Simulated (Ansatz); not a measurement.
## How far is PAW off for CdS?

```
Cd S
1.0
     4.13480    0.00000    0.00000
    -2.06740    3.58084    0.00000
     0.00000    0.00000    6.74900
Cd S
2 2
Direct
  0.33333 0.66667 0.00000
  0.66667 0.33333 0.50000
  0.33333 0.66667 0.38500
  0.66667 0.33333 0.88500
```

Atom numbers follow the list: Cd1, Cd2, S3, S4.

The cell is COD entry 9008862, as deposited and not checked against the literature; nothing was relaxed. It differs from other determinations.

Levels of theory: DFT, PBEsol, PAW with Ansatz's default frozen-core files, scalar-relativistic (Ansatz 0.2.0); DFT, PBEsol, all-electron PAW with datasets made for the crystal, scalar-relativistic (Ansatz 0.2.0); DFT, PBEsol, all-electron LAPW, scalar-relativistic (Ansatz 0.2.0).

For PAW: a Γ-centred 7×7×4 k mesh, Fermi–Dirac smearing of 0.01 eV, cutoff 420 eV, no spin polarisation; the PAW files were made with PBE, and the program remakes their frozen cores for this functional. The crystal-made all-electron datasets (AE datasets) take a cutoff of 260 eV at this cell. LAPW targets a basis error of 1 meV/atom. The Ansatz runs share mesh, smearing and spin set-up. Plane-wave (PAW) pressures include the program's estimate of the Pulay term.

Stress and pressure are positive in compression.

Levels count from the top of the valence band.

```
                      quantity     PAW  AE datasets    LAPW
                pressure (GPa)   -0.56        -0.53   -0.53
               stress xx (GPa)    0.12         0.15    0.15
               stress zz (GPa)   -1.92        -1.90   -1.89
        force on Cd1, z (eV/Å)   0.246        0.246   0.246
         force on S3, z (eV/Å)  -0.246       -0.246  -0.246
                 band gap (eV)   1.087        1.087   1.087
highest filled level at L (eV)  -1.291       -1.291  -1.291
  lowest empty level at L (eV)   3.385        3.386   3.386
highest filled level at A (eV)  -0.365       -0.365  -0.365
  lowest empty level at A (eV)   2.707        2.707   2.708
highest filled level at Γ (eV)   0.000        0.000   0.000
  lowest empty level at Γ (eV)   1.087        1.087   1.087
```

PAW's pressure differs from the LAPW value by -0.03 GPa.
